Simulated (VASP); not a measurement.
# SiC2 (Pm) in VASP: single point with PBE

Aim: the single point of SiC2 with PBE.

All numbers are computed with VASP 6.6.1; they aren't measurements. Logs are shortened: lines on timing, memory, paths and dates and some standing lists are left out, and cuts for length are marked.

## 1. Starting point

It takes space group Pm (No. 6, monoclinic). The conventional cell has a = 2.456 Å, b = 4.242 Å, c = 9.803 Å, α = 90.00°, β = 94.60°, γ = 90.00°. Si (site symmetry m) is surrounded by 4 Si at 2.45 to 2.46 Å. Si (site symmetry m) is surrounded by 4 Si at 2.45 to 2.46 Å. Around C (site symmetry 1) lie 3 C at 1.41 to 1.42 Å. Around C (site symmetry 1) lie 3 C at 1.41 to 1.42 Å.

The cell was built by a generator and needn't be a form met in nature.

## 2. Single point, PBE

INCAR reads:

```
SYSTEM = SiC2
PREC = Accurate ; ENCUT = 520
EDIFF = 1E-7 ; ISMEAR = 0
SIGMA = 0.1 ; LREAL = .FALSE.
LASPH = .TRUE. ; NELM = 100
ALGO = Fast ; ISIF = 2
LWAVE = .FALSE. ; LCHARG = .TRUE.
GGA = PE ; LELF = .TRUE.
LVHAR = .TRUE. ; NBANDS = 21
```

KPOINTS reads:

```
regular mesh
0
G
  16 10 4
  0 0 0
```

POSCAR reads:

```
SiC2
1.0
    2.4564090575      0.0000000000     -0.0153115176
    0.0000000000      4.2423977480      0.0000000000
   -0.7258025414      0.0000000000      9.7757319897
Si C
2 4
Direct
    0.7382137609      0.0000000000      0.9376672452
    0.7790059276      0.5000000000      0.0629259184
    0.4957038829      0.1667422473      0.4998908308
    0.9956813070      0.6667436909      0.4998120902
    0.9956813070      0.3332563091      0.4998120902
    0.4957038829      0.8332577527      0.4998908308
```

Potentials or basis: VASP PAW PBE potentials, release 64 (Si, C).

On the command line:

```
$ cat potpaw_PBE.64/Si/POTCAR potpaw_PBE.64/C/POTCAR > POTCAR
$ mpirun -np 1 vasp_std > vasp.out
```

OUTCAR:

```text
SYSTEM = SiC2
   PREC = Accurate
   ENCUT = 520
   EDIFF = 1E-7
   ISMEAR = 0
   LREAL = .FALSE.
   LASPH = .TRUE.
   NELM = 100
   ISIF = 2
   GGA = PE

 ion  position               nearest neighbor table
   1  0.738  0.000  0.938-   2 2.45   2 2.45
   2  0.779  0.500  0.063-   1 2.45   1 2.45
   3  0.496  0.167  0.500-   6 1.41   5 1.42   5 1.42
   4  0.996  0.667  0.500-   5 1.41   6 1.42   6 1.42
   5  0.996  0.333  0.500-   4 1.41   3 1.42   3 1.42
   6  0.496  0.833  0.500-   3 1.41   4 1.42   4 1.42

  LATTYP: Found a simple monoclinic cell.
 ALAT       =     2.4564567776
 B/A-ratio  =     1.7270394442
 C/A-ratio  =     3.9905602159
 COS(beta)  =    -0.0802561724

  Lattice vectors:

 A1 = (   2.4564090575,   0.0000000000,  -0.0153115176)
 A2 = (   0.0000000000,   4.2423977480,   0.0000000000)
 A3 = (  -0.7258025414,   0.0000000000,   9.7757319897)

Analysis of symmetry for initial positions (statically):
=====================================================================
 Subroutine PRICEL returns:
 Original cell was already a primitive cell.

 Routine SETGRP: Setting up the symmetry group for a
 simple monoclinic supercell.

 Subroutine GETGRP returns: Found  2 space group operations
 (whereof  2 operations were pure point group operations)
 out of a pool of  4 trial point group operations.

The static configuration has the point symmetry C_1h.

Analysis of symmetry for dynamics (positions and initial velocities):
=====================================================================
 Subroutine PRICEL returns:
 Original cell was already a primitive cell.

 Routine SETGRP: Setting up the symmetry group for a
 simple monoclinic supercell.

 Subroutine GETGRP returns: Found  2 space group operations
 (whereof  2 operations were pure point group operations)
 out of a pool of  4 trial point group operations.

The dynamic configuration has the point symmetry C_1h.

 Subroutine INISYM returns: Found  2 space group operations
 (whereof  2 operations are pure point group operations),
 and found     1 'primitive' translations

----------------------------------------------------------------------------------------

                                     Primitive cell

  volume of cell :     101.8264

  direct lattice vectors                    reciprocal lattice vectors
     2.456409058  0.000000000 -0.015311518     0.407286809  0.000000000  0.030239147
     0.000000000  4.242397748  0.000000000     0.000000000  0.235715758  0.000000000
    -0.725802541  0.000000000  9.775731990     0.000637925  0.000000000  0.102341493

  length of vectors
     2.456456778  4.242397748  9.802638689     0.408407824  0.235715758  0.102343481

  position of ions in fractional coordinates (direct lattice)
     0.738213761  0.000000000  0.937667245
     0.779005928  0.500000000  0.062925918
     0.495703883  0.166742247  0.499890831
     0.995681307  0.666743691  0.499812090
     0.995681307  0.333256309  0.499812090
     0.495703883  0.833257753  0.499890831

  ion indices of the primitive-cell ions
   primitive index   ion index
                 1           1
                 2           2
                 3           3
                 4           4
                 5           5
                 6           6

----------------------------------------------------------------------------------------

 KPOINTS: regular mesh

Automatic generation of k-mesh.
 Grid dimensions read from file:
 generate k-points for:   16   10    4

 Generating k-lattice:

  Cartesian coordinates                     Fractional coordinates (reciprocal lattice)
     0.025455426  0.000000000  0.001889947     0.062500000  0.000000000  0.000000000
     0.000000000  0.023571576  0.000000000     0.000000000  0.100000000  0.000000000
     0.000159481  0.000000000  0.025585373    -0.000000000  0.000000000  0.250000000

  Length of vectors
     0.025525489  0.023571576  0.025585870

  Shift w.r.t. Gamma in fractional coordinates (k-lattice)
     0.000000000  0.000000000  0.000000000

 Subroutine IBZKPT returns following result:
 ===========================================

 Found    204 irreducible k-points:

 Following reciprocal coordinates:
            Coordinates               Weight
  0.000000  0.000000  0.000000      1.000000
  0.062500  0.000000  0.000000      2.000000
  0.125000  0.000000  0.000000      2.000000
  0.187500  0.000000 -0.000000      2.000000
  0.250000  0.000000  0.000000      2.000000
  0.312500  0.000000 -0.000000      2.000000
[... 16 lines left out ...]
  0.250000  0.200000  0.000000      4.000000
  0.312500  0.200000 -0.000000      4.000000
 [... further k-points ...]
   k-points           NKPTS =    204   k-points in BZ     NKDIM =    204   number of bands    NBANDS=     21
   number of dos      NEDOS =    301   number of ions     NIONS =      6
   total plane-waves  NPLWV =  46080
   dimension x,y,z NGX =    18 NGY =   32 NGZ =   80
   dimension x,y,z NGXF=    36 NGYF=   64 NGZF=  160
   ions per type =               2   4
   NGX,Y,Z   is equivalent  to a cutoff of  12.18, 12.54, 13.57 a.u.
   NGXF,Y,Z  is equivalent  to a cutoff of  24.36, 25.08, 27.13 a.u.
 SYSTEM =  SiC2
   PREC   = accura    normal or accurate (medium, high low for compatibility)
   ISTART =      0    job   : 0-new  1-cont  2-samecut
   ICHARG =      2    charge: 1-file 2-atom 10-const
   ISPIN  =      1    spin polarized calculation?
   LNONCOLLINEAR =      F non collinear calculations
   LSORBIT =      F    spin-orbit coupling
   LASPH  =      T    aspherical Exc in radial PAW
   ENCUT  =  520.0 eV  38.22 Ry    6.18 a.u.   4.57  7.89 18.23*2*pi/ulx,y,z
   NELM   =    100;   NELMIN=  2; NELMDL= -5     # of ELM steps
   EDIFF  = 0.1E-06   stopping-criterion for ELM
   LREAL  =      F    real-space projection
   EDIFFG = 0.1E-05   stopping-criterion for IOM
   NSW    =      0    number of steps for IOM
   IBRION =     -1    ionic relax: 0-MD 1-quasi-New 2-CG
   NFREE  =      0    steps in history (QN), initial steepest desc. (CG)
   ISIF   =      2    stress and relaxation
   ISYM   =      2    0-nonsym 1-usesym 2-fastsym
   POTIM  = 0.5000    time-step for ionic-motion
   TEBEG  =    0.0;   TEEND  =   0.0 temperature during run
   PSTRESS=    0.0 pullay stress
   NELECT =      24.0000    total number of electrons
   NUPDOWN=      -1.0000    fix difference up-down
   EMIN   =  10.00;   EMAX   =-10.00  energy-range for DOS
   EFERMI =   0.00;   METHOD = LEGACY
   ISMEAR =     0;   SIGMA  =   0.10  broadening in eV -4-tet -1-fermi 0-gaus
   EFERMI_NEDOS =   21; number of points for ismear=-14 and -15
   IALGO  =     68    algorithm
   IMIX   =      4    mixing-type and parameters
     AMIX     =   0.40;   BMIX     =  1.00
     AMIX_MAG =   1.60;   BMIX_MAG =  1.00
  volume/ion in A,a.u.               =      16.97       114.53
  Fermi-wavevector in a.u.,A,eV,Ry     =   1.011250  1.910985 13.913675  1.022626
  Thomas-Fermi vector in A             =   2.144288
   LORBIT       =      0    0 simple, 1 ext, 2 COOP (PROOUT), +10 PAW based schemes
   GGA     = PE    functional components
   LHFCALC =     F    Hartree Fock is set to
   AEXX    =    0.0000 exact exchange contribution
   IVDW    =     0    specifies the selected vdW correction
   LEPSILON=     F    determine dielectric tensor
   LRPA    =     F    only Hartree local field effects (RPA)
 non-spin polarized calculation
 RMM-DIIS sequential band-by-band and
 Gauss-broadening in eV      SIGMA  =   0.10
  energy-cutoff  :      520.00
  volume of cell :      101.83
 maximum number of plane-waves:      2780
   NGX =  9   NGY = 15   NGZ = 37

 number of electron      24.0000003 magnetization

 Free energy of the ion-electron system (eV)
  ---------------------------------------------------
  ext. energy  EPLUGINS =         0.00000000
  ---------------------------------------------------
  free energy    TOTEN  =       -46.18090519 eV

  energy without entropy =      -46.17807595  energy(sigma->0) =      -46.17949057

 E-fermi :   2.6150     XC(G=0):  -8.1585

 val. band max:        2.6090894765   @ k =   0.3125   0.0000   0.5000
 cond. band min:       2.6344169158   @ k =   0.1875   0.1000  -0.0000
 fundamental gap:      0.0253274394
 Fermi energy:         2.6149886050

 k-point     1 :       0.0000    0.0000    0.0000
  band No.  band energies     occupation
      1     -16.7753      2.00000
      2     -11.4340      2.00000
      3     -10.4672      2.00000
      4      -8.6886      2.00000
      5      -4.8801      2.00000
      6      -3.6449      2.00000
[... 13 lines left out ...]
     20      11.2638      0.00000
     21      11.3039      0.00000

 k-point     2 :       0.0625    0.0000    0.0000
  band No.  band energies     occupation
      1     -16.7056      2.00000
      2     -11.3746      2.00000
      3     -10.4077      2.00000
      4      -8.5959      2.00000
      5      -4.7960      2.00000
      6      -3.9346      2.00000
[... 13 lines left out ...]
     20      11.3157      0.00000
     21      11.6024      0.00000

 k-point     3 :       0.1250    0.0000    0.0000
  band No.  band energies     occupation
      1     -16.4969      2.00000
      2     -11.1964      2.00000
      3     -10.2336      2.00000
      4      -8.3181      2.00000
      5      -4.7423      2.00000
      6      -4.5449      2.00000
[... 13 lines left out ...]
     20      11.8617      0.00000
     21      12.3529      0.00000
[... 457 lines left out ...]
 k-point    23 :       0.2500    0.2000    0.0000
  band No.  band energies     occupation
      1     -15.4310      2.00000
      2     -12.0211      2.00000
      3      -8.0948      2.00000
      4      -6.9180      2.00000
      5      -6.4818      2.00000
      6      -4.2677      2.00000
[... 13 lines left out ...]
     20      10.4527      0.00000
     21      11.2029      0.00000

 k-point    24 :       0.3125    0.2000   -0.0000
  band No.  band energies     occupation
      1     -14.8164      2.00000
      2     -11.4710      2.00000
      3      -8.7279      2.00000
      4      -6.6553      2.00000
      5      -6.0997      2.00000
      6      -5.5004      2.00000
[... 13 lines left out ...]
     20      10.3477      0.00000
     21      11.2946      0.00000

 [... further k-points ...]
[... 5 lines left out ...]
  --------------------------------------------------------------------------------------
  -------------------------------------------------------------------------------------
  Total        0.1436526      0.1508932     -0.0020216      0.0000000      0.0000000     -0.0103498
  in kB        2.2602880      2.3742142     -0.0318087      0.0000000      0.0000000     -0.1628476
  external PRESSURE =       1.5342312 kB  Pullay stress =       0.0000000 kB

 VOLUME and BASIS-vectors are now :
 -----------------------------------------------------------------------------
  energy-cutoff  :      520.00
  volume of cell :      101.83
      direct lattice vectors                 reciprocal lattice vectors
     2.456409058  0.000000000 -0.015311518     0.407286809  0.000000000  0.030239147
     0.000000000  4.242397748  0.000000000     0.000000000  0.235715758  0.000000000
    -0.725802541  0.000000000  9.775731990     0.000637925  0.000000000  0.102341493

 POSITION                                       TOTAL-FORCE (eV/Angst)
 -----------------------------------------------------------------------------------
      1.13279      0.00000      9.15508         0.000876      0.000000      0.002005
      1.86789      2.12120      0.60322        -0.001271      0.000000     -0.002084
      0.85483      0.70739      4.87921         0.000133      0.000469      0.000150
      2.08304      2.82859      4.87078         0.000064      0.000464     -0.000111
      2.08304      1.41381      4.87078         0.000064     -0.000464     -0.000111
      0.85483      3.53501      4.87921         0.000133     -0.000469      0.000150
 -----------------------------------------------------------------------------------
    total drift:                                0.000625      0.000000      0.000132

  FREE ENERGIE OF THE ION-ELECTRON SYSTEM (eV)
  ---------------------------------------------------
  free  energy   TOTEN  =       -46.1809051878 eV

  energy  without entropy=      -46.1780759526  energy(sigma->0) =      -46.17949057
```

It took 6.4 min on 1 thread of Intel Xeon Platinum 8375C at 2.90GHz (Ice Lake), shared host; peak memory 0.45 GiB.

Results:

```
Free energy            : -46.1809 eV
Pressure               : 0.2 GPa
Band gap on the k mesh : none (metal or under the smearing width)
```

Forces on the atoms (eV/Å):
```
Si   0.001  0.000  0.002
Si  -0.001  0.000 -0.002
C    0.000  0.000  0.000
C    0.000  0.000  0.000
C    0.000  0.000  0.000
C    0.000  0.000  0.000
```

Stress tensor (GPa, compression positive):
```
 0.23  0.00 -0.02
 0.00  0.24  0.00
-0.02  0.00  0.00
```

Caveat: this functional lacks dispersion, which binds the layers, so the pressure and a relaxed spacing across them are unreliable.
